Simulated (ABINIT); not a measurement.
Li:

```
Li
1.0
    -1.75465    1.75465    1.75465
     1.75465   -1.75465    1.75465
     1.75465    1.75465   -1.75465
Li
1
Direct
  0.00000 0.00000 0.00000
```

Base run:

| Quantity | Value |
| --- | --- |
| Program | ABINIT 10.8.3 (patched build) |
| Functional | revPBE |
| Potentials or basis | JTH PAW PBE v2.0 |
| Cutoff | 408 eV |
| k mesh | 11 × 11 × 11 |
| Occupations | fermi-dirac, width 0.05 eV |
| Spin | no spin polarisation |

Its results: band gap on the k mesh none (metal or under the smearing width); pressure -0.3 GPa.

Task: The run is repeated on the same cell with these changes: functional from revPBE to SCAN; cutoff from 408 eV to 490 eV; fine-grid cutoff from 816.342 eV to 979.61 eV. What comes out?

Result: Band gap on the k mesh none (metal or under the smearing width); pressure -0.7 GPa.

Caveats: the PAW data sets were made with another functional, which shifts forces and pressure a little.
